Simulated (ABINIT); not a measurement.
**Nb in ABINIT: convergence with smearing width**

Crystal: Nb.

```xyz
1
Lattice="-1.6548 1.6619 1.6631 1.6119 -1.6698 1.6281 1.7028 1.7178 -1.6710" Properties=species:S:1:pos:R:3 pbc="T T T"
Nb    0.0014    0.0170   -0.0261
```

The cell isn't the ideal one: cell strained at random at fixed volume.

* Program: ABINIT 10.8.3 (patched build)
* Task: single point
* Functional: PBE
* Potentials or basis: JTH PAW PBE v2.0
* Cutoff: 435 eV
* k mesh: 11 × 11 × 11
* Occupations: methfessel-paxton, width 0.272 eV
* Spin: no spin polarisation

These are the settings of the first run; the series varies smearing width, with any setting tied to it.

Hardware: 1 thread of Arm Neoverse V1, on a shared host.

```csv
smearing width,energy less the tightest run (meV/atom),pressure (GPa),SCF cycles,CPU time (s),peak memory (GiB)
0.272 eV,-0.80,-2.65,9,55,0.19
0.2 eV,0.01,-2.61,9,55,0.19
0.136 eV,0.09,-2.59,9,55,0.19
0.1 eV,0.02,-2.59,9,55,0.19
0.05 eV,-0.05,-2.59,9,55,0.19
0.025 eV,-0.02,-2.58,9,55,0.19
0.01 eV,0.00,-2.56,9,56,0.19
```

Against the tightest run, the energy stays within 1 meV/atom from 0.272 eV on; the pressure stays within 0.1 GPa from 0.272 eV on. Narrower smearing needs a denser k mesh, so at a fixed mesh the narrowest width isn't the most accurate. The tightest run that finished is the yardstick and may itself not be fully converged.
